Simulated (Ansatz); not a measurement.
# Pd (fcc type): the cost of one run

Method: DFT, PBE, PAW with Ansatz's default frozen-core files, scalar-relativistic, in Ansatz 0.2.0.

## 1. The structure to begin with

It takes space group Fm-3m (No. 225, cubic). Conventional cell: a = 3.947 Å, b = 3.947 Å, c = 3.947 Å, α = 90.00°, β = 90.00°, γ = 90.00°. Pd (site symmetry m-3m) is surrounded by 12 Pd at 2.79 Å.

Coordinates:

```
Pd
1.0
     0.00000    1.97348    1.97348
     1.97348    0.00000    1.97348
     1.97348    1.97348    0.00000
Pd
1
Direct
  0.00000 0.00000 0.00000
```

## 2. Cell relaxed at zero pressure, PAW

Input file input.yaml:

```yaml
crystal:
  lattice:
    - [0.0, 1.9734833199, 1.9734833199]
    - [1.9734833199, 0.0, 1.9734833199]
    - [1.9734833199, 1.9734833199, 0.0]
  atoms:
    - { symbol: Pd, position: [0.0, 0.0, 0.0] }
kpoints:
  mp_grid: { grid: [17, 17, 17] }
scf:
  occupations: { method: fermi_dirac, width: 0.05 }
hamiltonian:
  xc: pbe
  pseudopotentials: { kind: paw }
output:
  forces: true
  stress: true
relax:
  f_tol: 0.005
  max_steps: 40
  cell: {}
```

Started as:

```
$ ansatz run input.yaml --threads 1 --pin off --max-ram 3584MiB --backend cpu --events-out ev --progress --plain --runs-dir out
```

What time and memory should one allow on 1 thread of Intel Xeon 6975P-C (Granite Rapids), shared host?

About 3 s, with a peak of 0.35 GiB.
